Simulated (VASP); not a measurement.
HfS2:

```
Hf S
1.0
     3.63966    0.00000    0.00000
    -1.81983    3.15204    0.00000
     0.00000    0.00000    6.05556
Hf S
1 2
Direct
  0.00000 0.00000 0.00000
  0.66667 0.33333 0.76395
  0.33333 0.66667 0.23605
```

The cell is a database's computed one.

* Program: VASP 6.6.1
* Task: relaxation of cell and atoms
* Functional: PBE
* Dispersion: D3(BJ)
* Potentials or basis: VASP PAW PBE potentials, release 64 (Hf_pv, S)
* Cutoff: 350 eV
* k mesh: 12 × 12 × 6
* Occupations: gaussian, width 0.02 eV
* Spin: no spin polarisation

At the start: pressure -1.1 GPa; volume 23.16 Å³/atom.

Q: Where does the relaxation end?

A: Over 23 steps the energy falls by 10.6 meV/atom and the volume is 21.53 Å³/atom (-7.0 %); space group P-3m1 (No. 164, to 0.05 Å).

Step by step:
| step | energy change (eV) | largest force (eV/Å) | pressure (GPa) | volume (Å³) |
| --- | --- | --- | --- | --- |
| 1 | 0.0000 | 0.1696 | -1.07 | 69.47 |
| 2 | -0.0068 | 0.3247 | 0.71 | 67.92 |
| 3 | -0.0068 | 0.3093 | 0.53 | 68.07 |
| 4 | -0.0129 | 0.1612 | 0.13 | 67.75 |
| 5 | -0.0144 | 0.0341 | -0.21 | 67.48 |
| 6 | -0.0184 | 0.0295 | -0.21 | 67.08 |
| 7 | -0.0278 | 0.0151 | -0.19 | 65.88 |
| 8 | -0.0279 | 0.0318 | 0.18 | 63.46 |
| 9 | -0.0316 | 0.0116 | -0.01 | 64.78 |
| 10 | -0.0317 | 0.0066 | 0.02 | 64.57 |
| 11 | -0.0317 | 0.0080 | 0.00 | 64.63 |
| 12 | -0.0317 | 0.0044 | -0.06 | 64.64 |
| 13 | -0.0317 | 0.0016 | -0.03 | 64.63 |
| 14 | -0.0317 | 0.0007 | -0.01 | 64.61 |
| 15 | -0.0317 | 0.0001 | 0.00 | 64.59 |
| 16 | -0.0317 | 0.0000 | -0.01 | 64.59 |
| 17 | -0.0317 | 0.0001 | -0.01 | 64.58 |
| 18 | -0.0317 | 0.0005 | 0.01 | 64.57 |
| 19 | -0.0317 | 0.0003 | 0.01 | 64.58 |
| 20 | -0.0317 | 0.0001 | 0.01 | 64.58 |
| 21 | -0.0317 | 0.0020 | -0.02 | 64.60 |
| 22 | -0.0317 | 0.0013 | -0.01 | 64.59 |
| 23 | -0.0317 | 0.0013 | 0.00 | 64.58 |

Final structure:
```
CELL_PARAMETERS angstrom
3.59839 0.00000 0.00000
-1.79919 3.11630 0.00000
0.00000 0.00000 5.75943
ATOMIC_POSITIONS crystal
Hf 0.00000 0.00000 0.00000
S 0.66667 0.33333 0.74748
S 0.33333 0.66667 0.25252
```
